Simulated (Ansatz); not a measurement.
Runs of Ansatz 0.2.0 on LiH. It takes space group Fm-3m (No. 225, cubic). The conventional cell has a = 4.074 Å, b = 4.074 Å, c = 4.074 Å, α = 90.00°, β = 90.00°, γ = 90.00°. Li (site symmetry m-3m) is surrounded by 6 H at 2.04 Å. Around H (site symmetry m-3m) lie 6 Li at 2.04 Å. 

| task | level | potentials or basis | k mesh | cutoff (eV) | smearing | basis error allowed | gap on the mesh (eV) | pressure (GPa) |
| --- | --- | --- | --- | --- | --- | --- | --- | --- |
| single point | PBE | all-electron PAW datasets made for the crystal | 8 × 8 × 8 | 200 | fermi-dirac 0.05 eV | - | (a) | (c) |
| band structure | BLYP | all-electron LAPW, scalar-relativistic | 11 × 11 × 11 | 176 | gaussian 0.01 eV | 0.001 eV/atom | 3.64 | -1.1 |
| band structure | PBEsol | all-electron LAPW, scalar-relativistic | 11 × 11 × 11 | 175 | fermi-dirac 0.05 eV | 0.001 eV/atom | 2.98 | -2.3 |
| single point | HSE06 | all-electron PAW datasets made for the crystal | 8 × 8 × 8 | 220 | fermi-dirac 0.05 eV | - | (b) | - |
| single point | PBEsol | all-electron PAW datasets made for the crystal | 8 × 8 × 8 | 200 | fermi-dirac 0.05 eV | - | 2.79 | -2.4 |

Alike in all rows: no spin polarisation; cell as given.

Problem. Fill in the values left out.

Solution. (a) 3.02; (b) 4.00; (c) -1.7.

Caveats: the mesh misses the band edges, which the band path finds closer together (some runs); the program warned that the printed levels may be off, so bands, gaps and densities of states are rough (some runs).

Not every run made on this cell is shown here.
